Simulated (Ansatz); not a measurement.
Program: Ansatz. Geometries: PBE0-D4/def2-TZVP. ΔE: electronic, gas phase. CBS: MP2 limit from def2 TZ/QZ plus the TZ coupled-cluster correction, frozen cores. Functionals use def2-TZVPP. Each species was taken in one conformer, which may not be the lowest.

Reaction (formal exchange of groups at the Si–Si bond): `CO[Si](N)(F)[SiH3]` + `CCC(=O)O` → `CO[Si](C)(N)F` + `O=C(O)C[SiH3]`

CCSD(T)/CBS gives -53.0 kJ/mol.

(1) Another level gave -49.7 kJ/mol. Which?
A. HF/def2-TZVPP
B. ωB97X-V/def2-TZVPP
C. PBE0/def2-TZVPP
D. PBE-D4/def2-TZVPP

Largest T1 diagnostic among the species: 0.014.

Results:

(1) B. ωB97X-V -49.7, PBE-D4 -38.9, HF/def2-TZVPP -54.3, PBE0 -43.8 kJ/mol.

From PBE to PBE0 (25 % exact exchange), in def2-TZVPP and without D4, ΔE moves by −5.6 kJ/mol.

CCSD(T)/CBS has its own doubt, a few kJ/mol and more with outer-core shells, so smaller differences from it don't rank the levels.
